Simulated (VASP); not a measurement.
# Ge in VASP: single point with PBEsol

Aim: the single point of Ge with PBEsol.

Program: VASP 6.6.1. These are calculated values, not measurements. Logs are shortened: lines on timing, memory, paths and dates and some standing lists are left out, and cuts for length are marked.

**1. The structure**

The cell holds a slab with vacuum, 10 atoms: a = 4.013 Å, b = 4.013 Å, c = 26.770 Å, α = 90.00°, β = 90.00°, γ = 90.00°.

The cell was built by a generator and needn't be a form met in nature.

**2. Single point, PBEsol**

Input file INCAR:

```
SYSTEM = Ge
PREC = Accurate
ENCUT = 520
EDIFF = 1E-6
ISMEAR = 0
SIGMA = 0.03
LREAL = .FALSE.
LASPH = .TRUE.
NELM = 100
ALGO = Fast
ISIF = 2
LWAVE = .FALSE.
LCHARG = .FALSE.
LDIPOL = .TRUE.
IDIPOL = 3
DIPOL = 0.5 0.5 0.500
GGA = PS
NBANDS = 81
```

Input file KPOINTS:

```
Automatic mesh
0
G
  8 8 1
  0 0 0
```

Input file POSCAR:

```
Ge
1.0
    4.0133801054      0.0000000000      0.0000000000
    0.0000000000      4.0133801054      0.0000000000
    0.0000000000      0.0000000000     26.7704973505
Ge
10
Direct
    0.0000000000      0.0000000000      0.2599135426
    0.0000000000      0.5000000000      0.3142620345
    0.5000000000      0.5000000000      0.3671971143
    0.5000000000      1.0000000000      0.4203133670
    0.0000000000      0.0000000000      0.4733149377
    0.0000000000      0.5000000000      0.5266850444
    0.5000000000      0.5000000000      0.5796866247
    0.5000000000      0.0000000000      0.6328029022
    0.0000000000      0.0000000000      0.6857380266
    1.0000000000      0.5000000000      0.7400864059
```

Potentials or basis: VASP PAW PBE potentials, release 64 (Ge_d).

Run with:

```console
$ cat potpaw_PBE.64/Ge_d/POTCAR > POTCAR
$ mpirun -np 1 vasp_std > vasp.out
```

OUTCAR:

```text
SYSTEM = Ge
   PREC = Accurate
   ENCUT = 520
   EDIFF = 1E-6
   ISMEAR = 0
   LREAL = .FALSE.
   LASPH = .TRUE.
   NELM = 100
   ISIF = 2
   GGA = PS

 ion  position               nearest neighbor table
   1  0.000  0.000  0.260-   2 2.48   2 2.48
   2  0.000  0.500  0.314-   3 2.46   3 2.46   1 2.48   1 2.48
   3  0.500  0.500  0.367-   2 2.46   2 2.46   4 2.46   4 2.46
   4  0.500  0.000  0.420-   5 2.46   5 2.46   3 2.46   3 2.46
   5  0.000  0.000  0.473-   4 2.46   4 2.46   6 2.46   6 2.46
   6  0.000  0.500  0.527-   7 2.46   7 2.46   5 2.46   5 2.46
   7  0.500  0.500  0.580-   6 2.46   6 2.46   8 2.46   8 2.46
   8  0.500  0.000  0.633-   9 2.46   9 2.46   7 2.46   7 2.46
   9  0.000  0.000  0.686-   8 2.46   8 2.46  10 2.48  10 2.48
  10  0.000  0.500  0.740-   9 2.48   9 2.48

  LATTYP: Found a simple tetragonal cell.
 ALAT       =     4.0133801054
 C/A-ratio  =     6.6703119683

  Lattice vectors:

 A1 = (   4.0133801054,   0.0000000000,   0.0000000000)
 A2 = (   0.0000000000,   4.0133801054,   0.0000000000)
 A3 = (   0.0000000000,   0.0000000000,  26.7704973505)

Analysis of symmetry for initial positions (statically):
=====================================================================
 Subroutine PRICEL returns:
 Original cell was already a primitive cell.

 Routine SETGRP: Setting up the symmetry group for a
 simple tetragonal supercell.

 Subroutine GETGRP returns: Found  8 space group operations
 (whereof  4 operations were pure point group operations)
 out of a pool of 16 trial point group operations.

The static configuration has the point symmetry C_2v.
 The point group associated with its full space group is D_2h.

Analysis of symmetry for dynamics (positions and initial velocities):
=====================================================================
 Subroutine PRICEL returns:
 Original cell was already a primitive cell.

 Routine SETGRP: Setting up the symmetry group for a
 simple tetragonal supercell.

 Subroutine GETGRP returns: Found  8 space group operations
 (whereof  4 operations were pure point group operations)
 out of a pool of 16 trial point group operations.

The dynamic configuration has the point symmetry C_2v.
 The point group associated with its full space group is D_2h.

 Subroutine INISYM returns: Found  8 space group operations
 (whereof  4 operations are pure point group operations),
 and found     1 'primitive' translations

----------------------------------------------------------------------------------------

                                     Primitive cell

  volume of cell :     431.1983

  direct lattice vectors                    reciprocal lattice vectors
     4.013380105  0.000000000  0.000000000     0.249166531  0.000000000  0.000000000
     0.000000000  4.013380105  0.000000000     0.000000000  0.249166531  0.000000000
     0.000000000  0.000000000 26.770497351     0.000000000  0.000000000  0.037354554

  length of vectors
     4.013380105  4.013380105 26.770497351     0.249166531  0.249166531  0.037354554

  position of ions in fractional coordinates (direct lattice)
     0.000000000  0.000000000  0.259913543
     0.000000000  0.500000000  0.314262034
     0.500000000  0.500000000  0.367197114
     0.500000000  0.000000000  0.420313367
     0.000000000  0.000000000  0.473314938
     0.000000000  0.500000000  0.526685044
     0.500000000  0.500000000  0.579686625
     0.500000000  0.000000000  0.632802902
     0.000000000  0.000000000  0.685738027
     0.000000000  0.500000000  0.740086406

  ion indices of the primitive-cell ions
   primitive index   ion index
                 1           1
                 2           2
                 3           3
                 4           4
                 5           5
                 6           6
                 7           7
                 8           8
                 9           9
                10          10

----------------------------------------------------------------------------------------

 KPOINTS: Automatic mesh

Automatic generation of k-mesh.
 Grid dimensions read from file:
 generate k-points for:    8    8    1

 Generating k-lattice:

  Cartesian coordinates                     Fractional coordinates (reciprocal lattice)
     0.031145816  0.000000000  0.000000000     0.125000000  0.000000000  0.000000000
     0.000000000  0.031145816  0.000000000     0.000000000  0.125000000  0.000000000
     0.000000000  0.000000000  0.037354554     0.000000000  0.000000000  1.000000000

  Length of vectors
     0.031145816  0.031145816  0.037354554

  Shift w.r.t. Gamma in fractional coordinates (k-lattice)
     0.000000000  0.000000000  0.000000000

 Subroutine IBZKPT returns following result:
 ===========================================

 Found     25 irreducible k-points:

 Following reciprocal coordinates:
            Coordinates               Weight
  0.000000  0.000000  0.000000      1.000000
  0.125000  0.000000  0.000000      2.000000
  0.000000  0.125000  0.000000      2.000000
  0.250000  0.000000  0.000000      2.000000
  0.000000  0.250000  0.000000      2.000000
  0.375000  0.000000  0.000000      2.000000
[... 16 lines left out ...]
  0.500000  0.375000  0.000000      2.000000
 -0.375000  0.500000  0.000000      2.000000
   k-points           NKPTS =     25   k-points in BZ     NKDIM =     25   number of bands    NBANDS=     81
   number of dos      NEDOS =    301   number of ions     NIONS =     10
   total plane-waves  NPLWV = 180000
   dimension x,y,z NGX =    30 NGY =   30 NGZ =  200
   dimension x,y,z NGXF=    60 NGYF=   60 NGZF=  400
   ions per type =              10
   NGX,Y,Z   is equivalent  to a cutoff of  12.43, 12.43, 12.42 a.u.
   NGXF,Y,Z  is equivalent  to a cutoff of  24.85, 24.85, 24.84 a.u.
 SYSTEM =  Ge
   PREC   = accura    normal or accurate (medium, high low for compatibility)
   ISTART =      0    job   : 0-new  1-cont  2-samecut
   ICHARG =      2    charge: 1-file 2-atom 10-const
   ISPIN  =      1    spin polarized calculation?
   LNONCOLLINEAR =      F non collinear calculations
   LSORBIT =      F    spin-orbit coupling
   LASPH  =      T    aspherical Exc in radial PAW
   ENCUT  =  520.0 eV  38.22 Ry    6.18 a.u.   7.46  7.46 49.78*2*pi/ulx,y,z
   NELM   =    100;   NELMIN=  2; NELMDL= -5     # of ELM steps
   EDIFF  = 0.1E-05   stopping-criterion for ELM
   LREAL  =      F    real-space projection
   EDIFFG = 0.1E-04   stopping-criterion for IOM
   NSW    =      0    number of steps for IOM
   IBRION =     -1    ionic relax: 0-MD 1-quasi-New 2-CG
   NFREE  =      0    steps in history (QN), initial steepest desc. (CG)
   ISIF   =      2    stress and relaxation
   ISYM   =      2    0-nonsym 1-usesym 2-fastsym
   POTIM  = 0.5000    time-step for ionic-motion
   TEBEG  =    0.0;   TEEND  =   0.0 temperature during run
   PSTRESS=    0.0 pullay stress
   NELECT =     140.0000    total number of electrons
   NUPDOWN=      -1.0000    fix difference up-down
   EMIN   =  10.00;   EMAX   =-10.00  energy-range for DOS
   EFERMI =   0.00;   METHOD = LEGACY
   ISMEAR =     0;   SIGMA  =   0.03  broadening in eV -4-tet -1-fermi 0-gaus
   EFERMI_NEDOS =   21; number of points for ismear=-14 and -15
   IALGO  =     68    algorithm
   IMIX   =      4    mixing-type and parameters
     AMIX     =   0.40;   BMIX     =  1.00
     AMIX_MAG =   1.60;   BMIX_MAG =  1.00
  volume/ion in A,a.u.               =      43.12       290.99
  Fermi-wavevector in a.u.,A,eV,Ry     =   1.125188  2.126297 17.225635  1.266048
  Thomas-Fermi vector in A             =   2.261864
   LORBIT       =      0    0 simple, 1 ext, 2 COOP (PROOUT), +10 PAW based schemes
   GGA     = PS    functional components
   LHFCALC =     F    Hartree Fock is set to
   AEXX    =    0.0000 exact exchange contribution
   IVDW    =     0    specifies the selected vdW correction
   LEPSILON=     F    determine dielectric tensor
   LRPA    =     F    only Hartree local field effects (RPA)
 non-spin polarized calculation
 RMM-DIIS sequential band-by-band and
 Gauss-broadening in eV      SIGMA  =   0.03
  energy-cutoff  :      520.00
  volume of cell :      431.20
 maximum number of plane-waves:     11687
 NGX is ok and might be reduce to    30
   NGX = 15   NGY = 15   NGZ = 99

 dipolmoment           0.000000      0.000000     -0.000000 electrons x Angstroem

 number of electron     139.9999785 magnetization

 dipolmoment           0.000000      0.000000      0.000000 electrons x Angstroem

 Free energy of the ion-electron system (eV)
  ---------------------------------------------------
  ext. energy  EPLUGINS =         0.00000000
  ---------------------------------------------------
  free energy    TOTEN  =       -46.08751642 eV

  energy without entropy =      -46.08173050  energy(sigma->0) =      -46.08462346

 E-fermi :  -0.1394     XC(G=0):  -6.0092

 val. band max:       -0.1408573835   @ k =   0.0000   0.2500   0.0000
 cond. band min:      -0.1361062536   @ k =   0.3750   0.3750   0.0000
 fundamental gap:      0.0047511298
 Fermi energy:        -0.1394272276

 k-point     1 :       0.0000    0.0000    0.0000
  band No.  band energies     occupation
      1     -24.6119      2.00000
      2     -24.5956      2.00000
      3     -24.5761      2.00000
      4     -24.5722      2.00000
      5     -24.5590      2.00000
      6     -24.5525      2.00000
[... 73 lines left out ...]
     80       2.6792      0.00000
     81       3.2851      0.00000

 k-point     2 :       0.1250    0.0000    0.0000
  band No.  band energies     occupation
      1     -24.6127      2.00000
      2     -24.6031      2.00000
      3     -24.5796      2.00000
      4     -24.5678      2.00000
      5     -24.5539      2.00000
      6     -24.5534      2.00000
[... 73 lines left out ...]
     80       3.0464      0.00000
     81       3.4375      0.00000
[... 1762 lines left out ...]
     80       4.0873      0.00000
     81       4.6575      0.00000

 k-point    24 :      -0.3750    0.5000    0.0000
  band No.  band energies     occupation
      1     -24.6171      2.00000
      2     -24.6171      2.00000
      3     -24.5944      2.00000
      4     -24.5944      2.00000
      5     -24.5377      2.00000
      6     -24.5376      2.00000
[... 73 lines left out ...]
     80       3.4788      0.00000
     81       5.0259      0.00000

 [... further k-points ...]

------------------------ aborting loop because EDIFF is reached ----------------------------------------

 vacuum level on the upper side and lower side of the slab       (xc-potential included)        -0.129        -0.129

  FORCE on cell =-STRESS in cart. coord.  units (eV):
  Direction    XX          YY          ZZ          XY          YZ          ZX
  --------------------------------------------------------------------------------------
  -------------------------------------------------------------------------------------
  Total       -2.6179906     -0.8105555     -0.0496776      0.0000000      0.0000000      0.0000000
  in kB       -9.7275088     -3.0117318     -0.1845842      0.0000000      0.0000000      0.0000000
  external PRESSURE =      -4.3079416 kB  Pullay stress =       0.0000000 kB

 VOLUME and BASIS-vectors are now :
 -----------------------------------------------------------------------------
  energy-cutoff  :      520.00
  volume of cell :      431.20
      direct lattice vectors                 reciprocal lattice vectors
     4.013380105  0.000000000  0.000000000     0.249166531  0.000000000  0.000000000
     0.000000000  4.013380105  0.000000000     0.000000000  0.249166531  0.000000000
     0.000000000  0.000000000 26.770497351     0.000000000  0.000000000  0.037354554

 POSITION                                       TOTAL-FORCE (eV/Angst)
 -----------------------------------------------------------------------------------
      0.00000      0.00000      6.95801         0.000000      0.000000     -0.004384
      0.00000      2.00669      8.41295         0.000000      0.000000      0.000020
      2.00669      2.00669      9.83005         0.000000      0.000000     -0.005185
      2.00669      0.00000     11.25200         0.000000      0.000000      0.008696
      0.00000      0.00000     12.67088         0.000000      0.000000     -0.001948
      0.00000      2.00669     14.09962         0.000000      0.000000      0.001948
      2.00669      2.00669     15.51850         0.000000      0.000000     -0.008696
      2.00669      0.00000     16.94045         0.000000      0.000000      0.005185
      0.00000      0.00000     18.35755         0.000000      0.000000     -0.000020
      0.00000      2.00669     19.81248         0.000000      0.000000      0.004384
 -----------------------------------------------------------------------------------
    total drift:                                0.000000      0.000000     -0.000133

  FREE ENERGIE OF THE ION-ELECTRON SYSTEM (eV)
  ---------------------------------------------------
  free  energy   TOTEN  =       -46.0875164193 eV

  energy  without entropy=      -46.0817305026  energy(sigma->0) =      -46.08462346

 vacuum level on the upper side and lower side of the slab         4.917         4.917
```

It took 18 min on 1 thread of Intel Xeon 6975P-C (Granite Rapids), shared host; peak memory 0.78 GiB.

Results:

| Quantity | Value |
| --- | --- |
| Free energy | -46.0875 eV |
| Largest force | 0.009 eV/Å |
| Band gap on the k mesh | none (metal or under the smearing width) |

Forces in eV/Å, atoms in the order of the input:
```
Ge   0.000  0.000 -0.004
Ge   0.000  0.000  0.000
Ge   0.000  0.000 -0.005
Ge   0.000  0.000  0.009
Ge   0.000  0.000 -0.002
Ge   0.000  0.000  0.002
Ge   0.000  0.000 -0.009
Ge   0.000  0.000  0.005
Ge   0.000  0.000  0.000
Ge   0.000  0.000  0.004
```

Caveat: the PAW data sets were made with another functional, which shifts forces and pressure a little.
